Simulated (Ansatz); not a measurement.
Input of an Ansatz 0.2.0 run:

File input.yaml:

```yaml
crystal:
  lattice:
    - [5.1731, 0.0, 0.0]
    - [0.0, 3.3381, 0.0]
    - [0.0, 0.0, 5.6049]
  atoms:
    - { symbol: Ni, position: [0.99221, 0.75, 0.81248], spin: 1.0 }
    - { symbol: Ni, position: [0.50779, 0.25, 0.31248], spin: 1.0 }
    - { symbol: Ni, position: [0.49221, 0.75, 0.68752], spin: 1.0 }
    - { symbol: Ni, position: [0.00779, 0.25, 0.18752], spin: 1.0 }
    - { symbol: Si, position: [0.67872, 0.25, 0.9175] }
    - { symbol: Si, position: [0.82128, 0.75, 0.4175] }
    - { symbol: Si, position: [0.17872, 0.25, 0.5825] }
    - { symbol: Si, position: [0.32128, 0.75, 0.0825] }
hamiltonian:
  xc: revpbe
  pseudopotentials: { kind: paw }
magnetization:
  spin_polarized: true
kpoints:
  mp_grid: { grid: [5, 8, 5] }
  band_path:
    path:
      - [[0.0, 0.0, 0.0], [0.0, -0.5, 0.0], [-0.5, -0.5, 0.0], [-0.5, 0.0, 0.0], [0.0, 0.0, 0.0], [0.0, 0.0, -0.5], [0.0, -0.5, -0.5], [-0.5, -0.5, -0.5], [-0.5, 0.0, -0.5], [0.0, 0.0, -0.5]]
      - [[-0.5, 0.0, 0.0], [-0.5, 0.0, -0.5]]
      - [[0.0, -0.5, -0.5], [0.0, -0.5, 0.0]]
      - [[-0.5, -0.5, 0.0], [-0.5, -0.5, -0.5]]
    npoints: 10
scf:
  occupations: { method: fermi_dirac, width: 0.05 }
  n_extra_bands: 20
output:
  forces: true
  stress: true
  eigenvalues: true
  fatbands: true
```

Potentials or basis: Ansatz PAW.

The run is started by

```sh
$ ansatz run input.yaml --threads 4 --pin off --max-ram 11264MiB --backend cpu --events-out ev --progress --plain --runs-dir out
```

Q: What does it give for the pressure?

A: 4.4 GPa.

Q: Estimate the band gap on the k mesh.

A: None (metal or under the smearing width).

Levels at the corners of the path, in eV from the Fermi level:
Spin up:
| point | band 41 | band 42 | band 43 | band 44 | band 45 | band 46 | band 47 | band 48 |
| --- | --- | --- | --- | --- | --- | --- | --- | --- |
| Γ | -1.90 | -1.21 | -1.04 | -1.02 | 0.52 | 1.20 | 3.35 | 4.01 |
| X | -1.88 | -1.88 | -1.48 | -1.48 | -0.63 | -0.63 | 1.95 | 1.95 |
| S | -1.73 | -1.73 | -1.73 | -1.73 | 0.46 | 0.46 | 0.46 | 0.46 |
| Y | -1.89 | -1.89 | 0.89 | 0.89 | 1.14 | 1.14 | 3.76 | 3.76 |
| Γ | -1.90 | -1.21 | -1.04 | -1.02 | 0.52 | 1.20 | 3.35 | 4.01 |
| Z | -1.54 | -1.54 | -0.31 | -0.31 | 1.01 | 1.01 | 3.25 | 3.25 |
| U | -1.97 | -1.97 | -1.74 | -1.74 | 0.08 | 0.08 | 1.29 | 1.29 |
| R | -1.89 | -1.89 | -1.89 | -1.89 | 2.51 | 2.51 | 2.51 | 2.51 |
| T | -1.14 | -1.14 | 0.64 | 0.64 | 2.36 | 2.36 | 2.79 | 2.79 |
| Z | -1.54 | -1.54 | -0.31 | -0.31 | 1.01 | 1.01 | 3.25 | 3.25 |
| Y | -1.89 | -1.89 | 0.89 | 0.89 | 1.14 | 1.14 | 3.76 | 3.76 |
| T | -1.14 | -1.14 | 0.64 | 0.64 | 2.36 | 2.36 | 2.79 | 2.79 |
| U | -1.97 | -1.97 | -1.74 | -1.74 | 0.08 | 0.08 | 1.29 | 1.29 |
| X | -1.88 | -1.88 | -1.48 | -1.48 | -0.63 | -0.63 | 1.95 | 1.95 |
| S | -1.73 | -1.73 | -1.73 | -1.73 | 0.46 | 0.46 | 0.46 | 0.46 |
| R | -1.89 | -1.89 | -1.89 | -1.89 | 2.51 | 2.51 | 2.51 | 2.51 |
Spin down:
| point | band 41 | band 42 | band 43 | band 44 | band 45 | band 46 | band 47 | band 48 |
| --- | --- | --- | --- | --- | --- | --- | --- | --- |
| Γ | -1.90 | -1.21 | -1.04 | -1.02 | 0.52 | 1.20 | 3.35 | 4.01 |
| X | -1.88 | -1.88 | -1.48 | -1.48 | -0.63 | -0.63 | 1.95 | 1.95 |
| S | -1.73 | -1.73 | -1.73 | -1.73 | 0.46 | 0.46 | 0.46 | 0.46 |
| Y | -1.89 | -1.89 | 0.89 | 0.89 | 1.14 | 1.14 | 3.76 | 3.76 |
| Γ | -1.90 | -1.21 | -1.04 | -1.02 | 0.52 | 1.20 | 3.35 | 4.01 |
| Z | -1.54 | -1.54 | -0.31 | -0.31 | 1.01 | 1.01 | 3.25 | 3.25 |
| U | -1.97 | -1.97 | -1.74 | -1.74 | 0.08 | 0.08 | 1.29 | 1.29 |
| R | -1.89 | -1.89 | -1.89 | -1.89 | 2.51 | 2.51 | 2.51 | 2.51 |
| T | -1.14 | -1.14 | 0.64 | 0.64 | 2.36 | 2.36 | 2.79 | 2.79 |
| Z | -1.54 | -1.54 | -0.31 | -0.31 | 1.01 | 1.01 | 3.25 | 3.25 |
| Y | -1.89 | -1.89 | 0.89 | 0.89 | 1.14 | 1.14 | 3.76 | 3.76 |
| T | -1.14 | -1.14 | 0.64 | 0.64 | 2.36 | 2.36 | 2.79 | 2.79 |
| U | -1.97 | -1.97 | -1.74 | -1.74 | 0.08 | 0.08 | 1.29 | 1.29 |
| X | -1.88 | -1.88 | -1.48 | -1.48 | -0.63 | -0.63 | 1.95 | 1.95 |
| S | -1.73 | -1.73 | -1.73 | -1.73 | 0.46 | 0.46 | 0.46 | 0.46 |
| R | -1.89 | -1.89 | -1.89 | -1.89 | 2.51 | 2.51 | 2.51 | 2.51 |

Caveat: the PAW data sets come from PBE, with cores solved anew for the run's functional, which leaves a small shift of forces and pressure; the starting moments weren't kept.
